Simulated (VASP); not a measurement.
Here is a VASP 6.6.1 calculation.

INCAR

```
SYSTEM = CsH
  ALGO = Normal
  EDIFF = 1E-6
  ENCUT = 520
  ISIF = 2
  ISMEAR = 0
  LASPH = .True.
  LCHARG = .False.
  LREAL = .False.
  LWAVE = .False.
  NELM = 60
  PREC = Accurate
  SIGMA = 0.02
```

KPOINTS

```
k-points
0
Gamma
  7 7 7
  0 0 0
```

POSCAR

```
CsH
1.0
    3.8184085400      0.0000000000      0.0000000000
    0.0000000000      3.8184085400      0.0000000000
    0.0000000000      0.0000000000      3.8184085400
Cs H
1 1
Direct
    0.0000000000      0.0000000000      0.0000000000
    0.5000000000      0.5000000000      0.5000000000
```

Potentials or basis: VASP PAW LDA potentials, release 64 (Cs_sv, H).

Command:

```console
$ cat potpaw_LDA.64/Cs_sv/POTCAR potpaw_LDA.64/H/POTCAR > POTCAR
$ mpirun -np 1 vasp_std > vasp.out
```

Task: Predict the pressure.

Result: -1.9 GPa.

Task: What does it give for the band gap on the k mesh?

Result: 2.73 eV, indirect (least direct gap 2.86 eV).

Caveat: spin-orbit coupling is left out, which moves the levels of the heavy elements; an odd mesh through Γ misses points on the zone boundary, where band edges often lie.
